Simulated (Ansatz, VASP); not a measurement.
# TiN (Osbornite) in VASP and in Ansatz

```xyz
2
Lattice="0.0000 2.1087 2.1087 2.1087 0.0000 2.1087 2.1087 2.1087 0.0000" Properties=species:S:1:pos:R:3 pbc="T T T"
Ti    0.0000    0.0000    0.0000
N     2.1087    2.1087    2.1087
```

Alike in both runs: functional PBE; k mesh 12 × 12 × 12; occupations methfessel-paxton of order 1, width 0.05 eV; no spin polarisation.

Ansatz relaxed the structure, and its values are those at the end. VASP's run is a single point on that final structure, the one shown.

```csv
,VASP,Ansatz
version,VASP 6.6.1,Ansatz 0.2.0
potentials or method,"VASP PAW PBE potentials, release 64 (Ti_sv, N)","plane waves, PAW"
plane-wave cutoff (eV),520,550
valence electrons in the cell,17,17
```

|  | VASP | Ansatz | Ansatz less VASP |
| --- | --- | --- | --- |
| pressure (GPa) | 6.5 | 6.0 | -0.45 |
